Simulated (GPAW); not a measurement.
Input of a GPAW 26.7.0 run:

File run.py:

```python
from ase.io import read
from gpaw import PW
from gpaw.dft import DFT

atoms = read('Sc.cif')

dft = DFT(atoms,
          mode=PW(600),
          xc='PBE',
          kpts={'size': (10, 10, 10), 'gamma': True},
          occupations={'name': 'fermi-dirac', 'width': 0.05},
          nbands=14,
          convergence={'density': 1e-05, 'energy': 1e-05},
          maxiter=150,
          txt='gpaw.txt')
print(f'Energy: {dft.calculate_energy():.6f} eV')
print('Forces (eV/A):')
print(dft.calculate_forces().round(4))
print('Stress (eV/A^3):', dft.calculate_stress().round(6))
dft.write_gpw_file('gs.gpw')
```

File Sc.cif:

```cif
data_Sc
_cell_length_a 3.19497078
_cell_length_b 3.19749872
_cell_length_c 3.19306719
_cell_angle_alpha 60.01399622
_cell_angle_beta 59.51122138
_cell_angle_gamma 60.61691995
_space_group_name_H-M_alt 'P1'
_space_group_name_Hall 'P 1'
_space_group_IT_number 1
loop_
_space_group_symop_operation_xyz
'x,y,z'
loop_
_atom_site_label
_atom_site_type_symbol
_atom_site_symmetry_multiplicity
_atom_site_Wyckoff_symbol
_atom_site_fract_x
_atom_site_fract_y
_atom_site_fract_z
_atom_site_occupancy
Sc1 Sc 1 a 0.0054290000 0.0058470000 -0.0101910000 1
```

Potentials or basis: GPAW PAW data sets (gpaw-data 1.2.1), pw.

The run is started by

```bash
$ OMP_NUM_THREADS=1 python run.py
```

Q: What does it give for the pressure?

A: 3.7 GPa.

Q: Predict the band gap on the k mesh.

A: None (metal or under the smearing width).

Stress tensor (GPa, compression positive):
```
 3.73  0.14 -0.12
 0.14  3.21  0.18
-0.12  0.18  4.23
```
